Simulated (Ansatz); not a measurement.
SrO:

```
CELL_PARAMETERS angstrom
0.00000 2.56630 2.56630
2.56630 0.00000 2.56630
2.56630 2.56630 0.00000
ATOMIC_POSITIONS crystal
Sr 0.50000 0.50000 0.50000
O 0.00000 0.00000 0.00000
```

Base run:

* Program: Ansatz 0.2.0
* Functional: PBE
* Potentials or basis: Ansatz PAW
* Cutoff: 420 eV (not typed: the program's choice for these potentials)
* k mesh: 9 × 9 × 9
* Occupations: gaussian, width 0.03 eV
* Spin: no spin polarisation

Its results: band gap on the k mesh 3.37 eV, indirect (least direct gap 3.45 eV).

Task: The run is repeated on the same cell with these changes: functional from PBE to LDA; occupations from gaussian, width 0.03 eV to fixed. What comes out?

Result: Band gap on the k mesh 3.21 eV, indirect (least direct gap 3.29 eV).

Caveats: odd divisions of the mesh miss points on the zone boundary, where band edges often lie, so the gap on the mesh can be too wide.

A k mesh can miss the band edges.
